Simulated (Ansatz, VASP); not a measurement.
# Cs: VASP beside Ansatz

```
CELL_PARAMETERS angstrom
5.13152 0.00000 0.00000
0.00000 5.13152 0.00000
0.00000 0.00000 5.13152
ATOMIC_POSITIONS crystal
Cs 0.00000 0.00000 0.00000
```

Alike in both runs: task single point; functional BLYP; k mesh 7 × 7 × 7; occupations fermi-dirac, width 0.1 eV; no spin polarisation.

|  | VASP | Ansatz |
| --- | --- | --- |
| version | VASP 6.6.1 | Ansatz 0.2.0 |
| potentials or method | VASP PAW PBE potentials, release 64 (Cs_sv) | plane waves (420 eV) with PAW, scalar-relativistic |
| plane-wave cutoff (eV) | 520 | 420 |
| valence electrons in the cell | 9 | 9 |

|  | VASP | Ansatz | Ansatz less VASP |
| --- | --- | --- | --- |
| pressure (GPa) | 0.1 | 0.1 | 0.00 |

Caveats: the PAW data sets were made with another functional, which shifts forces and pressure a little (VASP). The runs have no spin-orbit coupling, so splittings on Cs are missing.
